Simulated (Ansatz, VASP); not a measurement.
# Os in VASP and in Ansatz

File INCAR:

```
SYSTEM = Os
PREC = Accurate
ENCUT = 520
EDIFF = 1E-8
ISMEAR = -1
SIGMA = 0.05
LREAL = .False.
LASPH = .True.
NELM = 80
ALGO = Normal
ISIF = 2
LWAVE = .False.
LCHARG = .False.
GGA = PS
LEFG = .True.
NBANDS = 10
```

The input KPOINTS:

```
regular mesh
0
Gamma
  14 14 14
  0 0 0
```

The input POSCAR:

```
Os
1.0
    0.0000000000      1.9450000000      1.9061000000
    1.9450000000      0.0000000000      1.9061000000
    1.9450000000      1.9450000000      0.0000000000
Os
1
Direct
    0.0000000000      0.0000000000      0.0000000000
```

Input for Ansatz:

```yaml
crystal:
  lattice:
    - [0.0, 1.945, 1.9061]
    - [1.945, 0.0, 1.9061]
    - [1.945, 1.945, 0.0]
  atoms:
    - { symbol: Os, position: [0.0, 0.0, 0.0] }
kpoints:
  mp_grid: { grid: [14, 14, 14] }
scf:
  occupations: { method: fermi_dirac, width: 0.05 }
hamiltonian:
  xc: pbesol
  pseudopotentials: { kind: paw }
output:
  forces: true
  stress: true
  eigenvalues: true
  efg: { contact_densities: true }
  write_density: true
  write_potential: true
  elf: true
  volumetric_format: npy
```

Change from the starting cell: zz strain of -2 %, PAW files.

Alike in both runs: task electric field gradients; functional PBEsol; k mesh 14 × 14 × 14; occupations fermi-dirac, width 0.05 eV; no spin polarisation.

|  | VASP | Ansatz |
| --- | --- | --- |
| version | VASP 6.6.1 | Ansatz 0.2.0 |
| potentials or method | VASP PAW PBE potentials, release 64 (Os) | PAW with Ansatz's default frozen-core files, scalar-relativistic |
| plane-wave cutoff (eV) | 520 | 420 |
| valence electrons in the cell | 8 | 16 |

|  | VASP | Ansatz | Ansatz less VASP |
| --- | --- | --- | --- |
| pressure (GPa) | -12.8 | -12.9 | -0.14 |
| largest component of the traceless stress (GPa) | 3.90 | 3.91 | +0.009 |
| Vzz of the field gradient on the site that differs most (V/Å²) | -3.0 | -0.5 | +2.49 |

The two sets of potentials don't hold the same shells in valence. Ansatz warned: «gradients_without_spin_orbit».

Caveats: the PAW data sets were made with another functional, which shifts forces and pressure a little (VASP). Spin-orbit coupling is left out, which matters for the levels of Os.
